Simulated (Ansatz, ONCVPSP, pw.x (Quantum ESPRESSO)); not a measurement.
# cobalt: does the ONCV potential hold in the solid?

ONCVPSP 4.0.1.1 (patched build) input, shortened (lines: element, Z, core and valence counts, functional; n l f; lmax; l rc ep ncon nbas qcut; lloc lpopt rc5 dvloc0; l nproj debl; icmod fcfact rcfact), PBE, scalar-relativistic:

```
  Co 27.00    3    4        4      upf
    1    0    2.00
    2    0    2.00
    2    1    6.00
    3    0    2.00
    3    1    6.00
    3    2    7.00
    4    0    2.00
    2
    0    1.55    0.00    3    7    7.20
    1    1.30    0.00    4    8    9.20
    2    1.35    0.00    4    9   11.30
    4    5    1.15    3.00
    0    2    3.50
    1    1    0.60
    2    1    2.90
    3    4.50    1.15
```

Atomic tests: cutoffs needed: 52 Ha and 58 Ha (the cutoffs (Ha) at which the residual kinetic energy of the hardest occupied pseudo-wave falls to 1 and 0.1 mHa per electron); ghost test: no bound ghost flagged; no localised positive-energy state flagged; largest excitation error: -28 meV (all-electron minus pseudo) for 3s2 3p6 3d6 4s0, out of 4 test configurations.

Crystal test: bcc Co in pw.x 7.5, no spin, 17³ k-points, Fermi–Dirac smearing 0.01 Ry, cutoffs 135/540 Ry. The reference is all-electron LAPW (Ansatz 0.2.0) with the same functional, mesh and smearing; V0 and B0 come from Birch–Murnaghan fits to the pressures at five volumes. Errors are pseudo minus all-electron; Δ is the rms difference of the E(V) curves that follow from these fits, minima aligned, over ±6 % about the mean V0. Mesh and smearing are coarse, so the numbers serve the comparison and aren't converged zero-temperature values; the lattice is a test structure that the element need not adopt. Spin polarisation and strong correlation are left out, which matters for this element.

All-electron: a0 = 2.768 Å (V0 = 10.61 Å³/atom), B0 = 232.6 GPa.

Task: How far does the potential miss the all-electron equation of state?

Result: mean pressure error (GPa): +2.83; a0 (Å): 2.780; a0 error (%): +0.40; B0 error (%): -1.9; Δ (meV/atom): 6.5.

```csv
V (Å³/atom),P all-electron (GPa),P pseudo (GPa)
10.087,13.21,16.46
10.353,6.01,9.07
10.618,-0.22,2.60
10.883,-5.61,-3.01
11.149,-10.27,-7.87
```

Task: At the middle volume, how do free energy and pressure move when the wave cutoff is lowered (ecutrho kept at four times it)?

Result:

```tsv
cutoff (Ry)	shift of F (meV/atom)	shift of P (GPa)
61	+27067.8	-1338.15
81	+3917.6	-362.65
108	+83.3	-16.54
```

The run at the middle volume (165 k-points, 6 iterations) took about 18 s on one core of a shared host (AMD EPYC 9R45 96-Core Processor, 96 threads, 376 GiB, load 34).
